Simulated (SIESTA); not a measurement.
Crystal: CdTe.

```
Te Cd
1.0
     0.00000    3.20500    3.20500
     3.20500    0.00000    3.20500
     3.20500    3.20500    0.00000
Te Cd
1 1
Cartesian
  4.8075 4.8075 4.8075
  0.0000 0.0000 0.0000
```

Base run:

| Quantity | Value |
| --- | --- |
| Program | SIESTA 5.4.2 |
| Functional | vdW-DF |
| Potentials or basis | PseudoDojo 0.4 standard (PBE files) |
| Basis | DZP (energy shift 0.002 Ry) |
| Grid cutoff | 800 Ry |
| Energy shift | 0.002 Ry |
| k mesh | 7 × 7 × 7 |
| Occupations | fermi-dirac, width 0.05 eV |
| Spin | no spin polarisation |

Its results: band gap on the k mesh 1.28 eV, direct; pressure 7.0 GPa.

After a change of settings the same cell gave: band gap on the k mesh 1.21 eV, direct; pressure 4.7 GPa. Which change was it?
A. functional from vdW-DF to PBE; potentials or basis from PseudoDojo 0.4 standard (PBE files) to SG15 1.2 NC or PseudoDojo by element (PBE files)
B. functional from vdW-DF to VV10
C. functional from vdW-DF to revPBE
D. functional from vdW-DF to PBE-libxc

D.

Caveats: semicore shells carry a single zeta, which can move pressures by several GPa and volumes by a few percent; spin-orbit coupling is left out, which moves the levels of the heavy elements; the basis of atomic orbitals isn't converged, which shifts pressures, moduli and gaps; the potentials were made for another functional, which shifts forces and pressure (some runs).
